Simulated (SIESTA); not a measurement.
# Pt under changes of volume

One of the cells (15.381 Å³/atom); the others are scaled copies at fixed shape and fractional positions:

```
Pt
1.0
     0.00000    1.97389    1.97389
     1.97389    0.00000    1.97389
     1.97389    1.97389    0.00000
Pt
1
Direct
  0.00000 0.00000 0.00000
```

* Program: SIESTA 5.4.2
* Functional: PBE
* Potentials or basis: PseudoDojo 0.4 standard (PBE files)
* Basis: DZP (energy shift 0.003 Ry; two zetas on semicore shells)
* Grid cutoff: 800 Ry
* Energy shift: 0.003 Ry
* k mesh: 12 × 12 × 12
* Occupations: fermi-dirac, width 0.05 eV
* Spin: no spin polarisation

```tsv
volume (Å³/atom)	energy over the lowest point (meV/atom)	pressure (GPa)
14.175	160.49	36.8
14.477	99.75	27.9
14.778	55.44	19.5
15.381	?	?
15.683	0.00	1.1
15.985	2.91	-3.8
```

Question: What does the run at 15.381 Å³/atom give?

Answer: Energy over the lowest point 7.20 meV/atom; pressure 6.8 GPa.

Worked out: A Birch-Murnaghan fit of order 3 (a polynomial in V^(-2/3)) to the other rows has its minimum at 15.74 Å³/atom with B0 = V·E''(V) = 264 GPa and B' = 5.4. It gives 6.96 meV/atom at 15.381 Å³/atom, against the run's 7.20, and -dE/dV = 6.5 GPa, against 6.8.

Energies are extrapolated to zero smearing.

Caveats: short orbitals over semicore shells can move pressures by several GPa; the basis of atomic orbitals isn't converged, which shifts pressures, moduli and gaps.
